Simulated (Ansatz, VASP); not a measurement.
# One calculation of Os, 7 ways

The starting cell:

```xyz
2
Lattice="2.7341 0.0000 0.0000 -1.3671 2.3678 0.0000 0.0000 0.0000 4.3197" Properties=species:S:1:pos:R:3 pbc="T T T"
Os    1.3671    0.7893    3.2398
Os    0.0000    1.5785    1.0799
```

Alike in all runs: task relaxation of cell and atoms; functional PBE; k mesh 11 × 11 × 6; occupations fermi-dirac, width 0.05 eV; no spin polarisation; no spin-orbit coupling.

```csv
program and potentials,plane-wave cutoff (eV),notes,equilibrium volume (Å³/atom)
"VASP, PBE PAW files Os_pv, 600 eV",600,14 valence electrons an atom on average,14.36
"VASP, PBE PAW files Os, release 54, 580 eV",580,8 valence electrons an atom on average,14.28
"Ansatz, all-electron LAPW, scalar-relativistic",-,-,14.28
"VASP, PBE PAW files Os, 580 eV",580,8 valence electrons an atom on average,14.28
"VASP, PBE PAW files Os, release 54, 600 eV",600,8 valence electrons an atom on average,14.28
"VASP, PBE PAW files Os_sv_GW, 680 eV",680,16 valence electrons an atom on average,14.27
"VASP, PBE PAW files Os_sv_GW, 630 eV",630,16 valence electrons an atom on average,14.27
```

The equilibrium volume spans 14.27 (VASP, PBE PAW files Os_sv_GW, 630 eV) to 14.36 Å³/atom (VASP, PBE PAW files Os_pv, 600 eV), with all-electron results at 14.28. Relaxations stop with a little pressure left, so the last digit of a volume isn't settled.

The functional is the same throughout but for its coding, so the spread measures potentials, basis and numerics; runs on potential files found faulty are left out.
